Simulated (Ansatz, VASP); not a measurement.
# One calculation of Ca, two programs

```
Ca
1.0
     3.47340    0.00000    0.00000
     0.00000    3.47340    0.00000
     0.00000    0.00000    3.47340
Ca
1
Direct
  0.00000 0.00000 0.00000
```

Alike in both runs: task single point; functional BLYP; k mesh 10 × 10 × 10; occupations fermi-dirac, width 0.1 eV; no spin polarisation.

|  | VASP | Ansatz |
| --- | --- | --- |
| version | VASP 6.6.1 | Ansatz 0.2.0 |
| potentials or method | VASP PAW PBE potentials, release 64 (Ca_sv) | plane waves (420 eV) with PAW, scalar-relativistic |
| plane-wave cutoff (eV) | 520 | 420 |
| valence electrons in the cell | 10 | 10 |

|  | VASP | Ansatz | Ansatz less VASP |
| --- | --- | --- | --- |
| pressure (GPa) | 0.7 | 0.7 | +0.01 |

Caveats: the PAW data sets were made with another functional, which shifts forces and pressure a little (VASP).
